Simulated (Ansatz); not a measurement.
**GaSb (database structure): how the settings move a single-point run**

Aim: see which settings change the result for GaSb (database structure), by how much, and at what cost.

The COD entry's cell or inner coordinates are ideal or old and differ from later refinements, so a difference from it is no clean test against experiment.

Program: Ansatz 0.2.0. Level of theory: reference: DFT PBE, plane waves, PAW, scalar-relativistic, no spin polarisation. These are calculated values, not measurements.

1 further run of the same task is left out (set aside as unsound or not needed).

### Step 1. The system as given

Symmetry: F-43m, No. 216, cubic system. The conventional cell has a = 6.092 Å, b = 6.092 Å, c = 6.092 Å, α = 90.00°, β = 90.00°, γ = 90.00°. Ga (site symmetry -43m) has 4 Sb at 2.64 Å as nearest neighbours. Sb (site symmetry -43m) has 4 Ga at 2.64 Å as nearest neighbours.

As a file:

```cif
data_structure
_symmetry_space_group_name_H-M 'P 1'
_symmetry_Int_Tables_number 1
_cell_length_a 4.3074
_cell_length_b 4.3074
_cell_length_c 4.3074
_cell_angle_alpha 60.000
_cell_angle_beta 60.000
_cell_angle_gamma 60.000
_cell_volume 56.51
loop_
_atom_site_label
_atom_site_type_symbol
_atom_site_fract_x
_atom_site_fract_y
_atom_site_fract_z
_atom_site_occupancy
Ga1 Ga 0.00000 0.00000 0.00000 1
Sb1 Sb 0.25000 0.25000 0.25000 1
```

### Step 2. Reference

input.yaml reads:

```yaml
crystal:
  lattice:
    - [0.0, 3.045761, 3.045761]
    - [3.045761, 0.0, 3.045761]
    - [3.045761, 3.045761, 0.0]
  atoms:
    - { symbol: Ga, position: [0.0, 0.0, 0.0] }
    - { symbol: Sb, position: [0.25, 0.25, 0.25] }
  symmetry: { tolerance: 0.0003 }
kpoints:
  mp_grid: { grid: [5, 5, 5], shift: [0, 0, 0] }
magnetization:
  spin_polarized: false
scf:
  occupations: { method: fermi_dirac }
hamiltonian:
  pseudopotentials: { kind: paw }
  xc: pbe
basis:
  ecutwfc: 420
output:
  forces: true
  stress: true
  eigenvalues: true
  write_density: true
  write_potential: true
  elf: true
  volumetric_format: npy
```

On the command line:

```sh
$ ansatz run input.yaml --threads 1 --pin off --max-ram 2560MiB --backend cpu --events-out ev --progress --plain --runs-dir out
```

The program printed, shortened:

```text
Warning: RAYON_NUM_THREADS=1 ignored (pool sized by the plan → 1); use --threads N
[...]
Pseudopotentials: kind: paw
Pseudopotential: Ga, paw, valence charge 13, recommended cutoff 420 eV (normal), Ga.paw.azcp
Pseudopotential: Sb, paw, valence charge 15, recommended cutoff 420 eV (normal), Sb.paw.azcp
Functional definition: PBE
[...]
Crystal: 2 atoms, lattice volume = 56.509 Å³
Basis set: ecut = 420 eV, 1067 PW (Γ), exchange–correlation on 60×60×60 points (8 copies of the dense FFT grid, shifted against one another)
Bands: 18, of which v1, the nominal top of the filled ones, is band 14 counted from 1 (13 counted from 0)
Symmetry: 24 space group operations
Space group: F-43m (ITA 216), of the structure as read, at distance tolerance 1.2e-3 Å
k-points: 10 of 125 (time reversal used)
[...]
SCF iter   1: F=—  HF=-10267.737822 eV  |F-HF|=—  |Δ(HF+E_count)|=         —  Δρ=1.22e-3  dr2=5.59e-4  ethr=1.77e-3  ⟨swp⟩=6.0  Hψ=919  notcnv=0
[...]
SCF iter   7: F=-10267.736667 eV  HF=-10267.736667 eV  |F-HF|=4.37e-8  |Δ(HF+E_count)|=   1.97e-6  Δρ=6.81e-6  dr2=2.49e-8  ethr=3.57e-10  ⟨swp⟩=7.4  Hψ=1229  notcnv=0
[...]
SCF converged after 7 iterations
Free energy (F): -10267.736667 eV
[...]
E sigma→0 (E₀):  -10267.733966 eV
Entropy (-TS):   -0.005402 eV (-2.701 meV/atom)
Fermi energy:    8.019995 eV
[...]
--- Forces (eV/Å), atoms counted from 1 ---
  atom   1  Ga     0.00000000    -0.00000000    -0.00000000
  atom   2  Sb    -0.00000000     0.00000000     0.00000000
[...]
--- Stress (GPa, compression-positive) ---
        3.243753      -0.000000      -0.000000
       -0.000000       3.243753       0.000000
       -0.000000       0.000000       3.243753
  P = ⅓ Tr σ = 3.2438 GPa (32.438 kbar)
--- Band table (eV; the first three rows and the last of 10) ---
  k-point 0: bands = ["-20.8678", "-20.8678", "-20.8678", "-20.8475", "-20.8475", "-7.1425", "-7.1425", "-7.1425", "-7.0914", "-7.0914", "-3.6743", "7.8948", "7.8948", "7.8948", "8.0194", "10.6699", "10.6699", "10.6699"]
[...]
```

Wall time 1.1 s (1 thread of an x86-64 CPU, shared host); peak memory 0.45 GiB.

### Step 3. Variant: occupations.method methfessel_paxton, occupations.width 0.005, lower_state_search standard

Edit input.yaml of step 2 so:

```diff
@@ -14,3 +14,4 @@
 scf:
-  occupations: { method: fermi_dirac }
+  occupations: { method: methfessel_paxton, width: 0.005 }
+  lower_state_search: standard
 hamiltonian:
@@ -24,5 +25 @@
   eigenvalues: true
-  write_density: true
-  write_potential: true
-  elf: true
-  volumetric_format: npy
```

On the command line:

```sh
$ ansatz run input.yaml --threads 1 --pin off --max-ram 2560MiB --backend cpu --events-out ev --progress --plain --runs-dir out
```

The program printed, shortened:

```text
Warning: RAYON_NUM_THREADS=1 ignored (pool sized by the plan → 1); use --threads N
[...]
Pseudopotentials: kind: paw
Pseudopotential: Ga, paw, valence charge 13, recommended cutoff 420 eV (normal), Ga.paw.azcp
Pseudopotential: Sb, paw, valence charge 15, recommended cutoff 420 eV (normal), Sb.paw.azcp
Functional definition: PBE
[...]
Crystal: 2 atoms, lattice volume = 56.509 Å³
Basis set: ecut = 420 eV, 1067 PW (Γ), exchange–correlation on 60×60×60 points (8 copies of the dense FFT grid, shifted against one another)
Bands: 18, of which v1, the nominal top of the filled ones, is band 14 counted from 1 (13 counted from 0)
Symmetry: 24 space group operations
Space group: F-43m (ITA 216), of the structure as read, at distance tolerance 1.2e-3 Å
k-points: 10 of 125 (time reversal used)
[...]
Free energy (F): -10267.733998 eV
[...]
E sigma→0 (E₀):  -10267.733998 eV
Fermi energy:    7.957275 eV
Step filling:    the computed levels leave a gap of 0.1229 eV = 24.6 smearing widths at the electron count; against every level under it full and every level over it empty, smearing changes F+E_penalty+E_count by +1.02e-67 meV and its σ→0 estimate by -7.65e-66 meV
[...]
--- Forces (eV/Å), atoms counted from 1 ---
  atom   1  Ga     0.00000000    -0.00000000    -0.00000000
  atom   2  Sb    -0.00000000     0.00000000     0.00000000
[...]
--- Stress (GPa, compression-positive) ---
        3.061349      -0.000000      -0.000000
        0.000000       3.061349       0.000000
        0.000000       0.000000       3.061349
  P = ⅓ Tr σ = 3.0613 GPa (30.613 kbar)
--- Band table (eV; the first three rows and the last of 10) ---
  k-point 0: bands = ["-20.8654", "-20.8654", "-20.8654", "-20.8451", "-20.8451", "-7.1513", "-7.1513", "-7.1513", "-7.1003", "-7.1003", "-3.6734", "7.8957", "7.8957", "7.8957", "8.0186", "10.6690", "10.6690", "10.6690"]
[...]
```

Run time: 0.89 s. Hardware: 1 thread of an x86-64 CPU, shared host; peak memory 0.44 GiB.

Changing the smearing and search for lower states leaves the energy as it was (0.0 meV/atom).

### Step 4. Changing settings: dr2_threshold 1.0e-11, dispersion d3bjatm

Edit input.yaml of step 2 so:

```diff
@@ -15,2 +15,3 @@
   occupations: { method: fermi_dirac }
+  convergence: { dr2_threshold: 1.0e-11 }
 hamiltonian:
@@ -18,2 +19,3 @@
   xc: pbe
+  dispersion: d3bjatm
 basis:
@@ -24,5 +26 @@
   eigenvalues: true
-  write_density: true
-  write_potential: true
-  elf: true
-  volumetric_format: npy
```

On the command line:

```sh
$ ansatz run input.yaml --threads 1 --pin off --max-ram 2560MiB --backend cpu --events-out ev --progress --plain --runs-dir out
```

The program printed, shortened:

```text
Warning: RAYON_NUM_THREADS=1 ignored (pool sized by the plan → 1); use --threads N
[...]
Pseudopotentials: kind: paw
Pseudopotential: Ga, paw, valence charge 13, recommended cutoff 420 eV (normal), Ga.paw.azcp
Pseudopotential: Sb, paw, valence charge 15, recommended cutoff 420 eV (normal), Sb.paw.azcp
Functional definition: PBE
[...]
Crystal: 2 atoms, lattice volume = 56.509 Å³
Basis set: ecut = 420 eV, 1067 PW (Γ), exchange–correlation on 60×60×60 points (8 copies of the dense FFT grid, shifted against one another)
Bands: 18, of which v1, the nominal top of the filled ones, is band 14 counted from 1 (13 counted from 0)
Symmetry: 24 space group operations
Space group: F-43m (ITA 216), of the structure as read, at distance tolerance 1.2e-3 Å
k-points: 10 of 125 (time reversal used)
[...]
SCF iter   1: F=—  HF=-10268.381226 eV  |F-HF|=—  |Δ(HF+E_count)|=         —  Δρ=1.22e-3  dr2=5.59e-4  ethr=1.77e-3  ⟨swp⟩=6.0  Hψ=919  notcnv=0
[...]
SCF iter  11: F=-10268.380071 eV  HF=-10268.380071 eV  |F-HF|=7.28e-12  |Δ(HF+E_count)|=  9.09e-11  Δρ=4.75e-8  dr2=1.14e-12  ethr=1.00e-12  ⟨swp⟩=6.1  Hψ=766  notcnv=0
[...]
SCF converged after 11 iterations
Free energy (F): -10268.380071 eV
[...]
E sigma→0 (E₀):  -10268.377370 eV
Entropy (-TS):   -0.005402 eV (-2.701 meV/atom)
Fermi energy:    8.020046 eV
[...]
--- Forces (eV/Å), atoms counted from 1 ---
  atom   1  Ga     0.00000000     0.00000000     0.00000000
  atom   2  Sb    -0.00000000    -0.00000000     0.00000000
[...]
--- Stress (GPa, compression-positive) ---
        1.322899      -0.000000      -0.000000
        0.000000       1.322899       0.000000
       -0.000000       0.000000       1.322899
  P = ⅓ Tr σ = 1.3229 GPa (13.229 kbar)
--- Band table (eV; the first three rows and the last of 10) ---
  k-point 0: bands = ["-20.8677", "-20.8677", "-20.8677", "-20.8474", "-20.8474", "-7.1425", "-7.1425", "-7.1425", "-7.0914", "-7.0914", "-3.6742", "7.8948", "7.8948", "7.8948", "8.0194", "10.6699", "10.6699", "10.6699"]
[...]
```

Wall time 1.2 s (1 thread of an x86-64 CPU, shared host); peak memory 0.44 GiB.

The energy moves by -321.7 meV/atom, nearly all of it the dispersion term itself (-321.7 meV/atom); that offset belongs to the model and is no gain or loss of stability; the pressure goes from 3.2 to 1.3 GPa.

### Step 5. Changing settings: occupations.method tetrahedron_uncorrected, accuracy medium

Edit input.yaml of step 2 so:

```diff
@@ -14,3 +14,3 @@
 scf:
-  occupations: { method: fermi_dirac }
+  occupations: { method: tetrahedron_uncorrected }
 hamiltonian:
@@ -24,5 +24,2 @@
   eigenvalues: true
-  write_density: true
-  write_potential: true
-  elf: true
-  volumetric_format: npy
+accuracy: medium
```

On the command line:

```sh
$ ansatz run input.yaml --threads 1 --pin off --max-ram 2560MiB --backend cpu --events-out ev --progress --plain --runs-dir out
```

The program printed, shortened:

```text
Warning: RAYON_NUM_THREADS=1 ignored (pool sized by the plan → 1); use --threads N
[...]
Pseudopotentials: kind: paw
Pseudopotential: Ga, paw, valence charge 13, recommended cutoff 420 eV (normal), Ga.paw.azcp
Pseudopotential: Sb, paw, valence charge 15, recommended cutoff 420 eV (normal), Sb.paw.azcp
Functional definition: PBE
[...]
Crystal: 2 atoms, lattice volume = 56.509 Å³
Basis set: ecut = 420 eV, 1067 PW (Γ), exchange–correlation on 60×60×60 points (8 copies of the dense FFT grid, shifted against one another)
Bands: 18, of which v1, the nominal top of the filled ones, is band 14 counted from 1 (13 counted from 0)
Symmetry: 24 space group operations
Space group: F-43m (ITA 216), of the structure as read, at distance tolerance 1.2e-3 Å
k-points: 10 of 125 (time reversal used)
[...]
SCF iter   1: F=—  HF=-10267.735145 eV  |F-HF|=—  |Δ(HF+E_count)|=         —  Δρ=1.41e-3  dr2=4.96e-4  ethr=1.77e-3  ⟨swp⟩=6.3  Hψ=945  notcnv=0
[...]
SCF iter   6: F=-10267.733998 eV  HF=-10267.733998 eV  |F-HF|=1.61e-8  |Δ(HF+E_count)|=   7.28e-7  Δρ=6.75e-6  dr2=2.12e-8  ethr=3.57e-10  ⟨swp⟩=3.0  Hψ=825  notcnv=0
[...]
SCF converged after 6 iterations
Free energy (F): -10267.733998 eV
[...]
E sigma→0 (E₀):  -10267.733998 eV
Fermi energy:    7.895721 eV
[...]
--- Forces (eV/Å), atoms counted from 1 ---
  atom   1  Ga     0.00000000    -0.00000000     0.00000000
  atom   2  Sb    -0.00000000     0.00000000     0.00000000
[...]
--- Stress (GPa, compression-positive) ---
        3.061349      -0.000000      -0.000000
        0.000000       3.061349       0.000000
       -0.000000       0.000000       3.061349
  P = ⅓ Tr σ = 3.0613 GPa (30.613 kbar)
--- Band table (eV; the first three rows and the last of 10) ---
  k-point 0: bands = ["-20.8654", "-20.8654", "-20.8654", "-20.8451", "-20.8451", "-7.1513", "-7.1513", "-7.1513", "-7.1003", "-7.1003", "-3.6734", "7.8957", "7.8957", "7.8957", "8.0186", "10.6690", "10.6690", "10.6690"]
[...]
```

Run time: 0.93 s. Hardware: 1 thread of an x86-64 CPU, shared host; peak memory 0.43 GiB.

Changing the smearing hardly moves the energy: 0.0 meV/atom.

### Step 6. Side by side

| run | ending | energy change | pressure (GPa) | gap (eV) | force (eV/Å) | cycles | time |
| --- | --- | --- | --- | --- | --- | --- | --- |
| reference | converged | 0 | 3.2 | 0.12 | 0.00 | 7 | 1.1 s |
| 1: occupations.method methfessel_paxton, occupations.width 0.005, lower_state_search standard | converged | 0.0 meV/atom (σ→0) | 3.1 | 0.12 | 0.00 | 6 | 0.89 s |
| 2: dr2_threshold 1.0e-11, dispersion d3bjatm | converged | -321.7 meV/atom (offset of the dispersion model) | 1.3 | 0.12 | 0.00 | 11 | 1.2 s |
| 3: occupations.method tetrahedron_uncorrected, accuracy medium | converged | 0.0 meV/atom (σ→0) | 3.1 | 0.12 | 0.00 | 6 | 0.93 s |

Times don't compare one to one where runs were asked for different outputs or read a saved state (see the inputs); cycles may leave out searches for a lower state.

Residual by cycle in the longest SCF loop of each run; runs are numbered as in the table. The quantity is the density residual dr2, in eV.

| cycle | reference | run 1 | run 2 | run 3 |
| --- | --- | --- | --- | --- |
| 1 | 5.6e-4 | 5.0e-4 | 5.6e-4 | 5.0e-4 |
| 2 | 2.6e-4 | 1.3e-4 | 2.6e-4 | 1.3e-4 |
| 3 | 1.5e-4 | 2.1e-5 | 1.5e-4 | 2.1e-5 |
| 4 | 2.1e-5 | 3.8e-6 | 2.1e-5 | 3.8e-6 |
| 5 | 8.7e-6 | 6.3e-7 | 8.7e-6 | 6.3e-7 |
| 6 | 1.1e-6 | 2.1e-8 | 1.1e-6 | 2.1e-8 |
| 7 | 2.5e-8 | - | 2.5e-8 | - |
| 8 | - | - | 5.3e-9 | - |
| 9 | - | - | 3.7e-10 | - |
| 10 | - | - | 4.5e-11 | - |
| 11 | - | - | 1.1e-12 | - |

What this shows: Of the converged runs whose energies compare with the reference's, none moves it noticeably. The pressure spans 1.3 to 3.2 GPa over the reference and the converged variants.
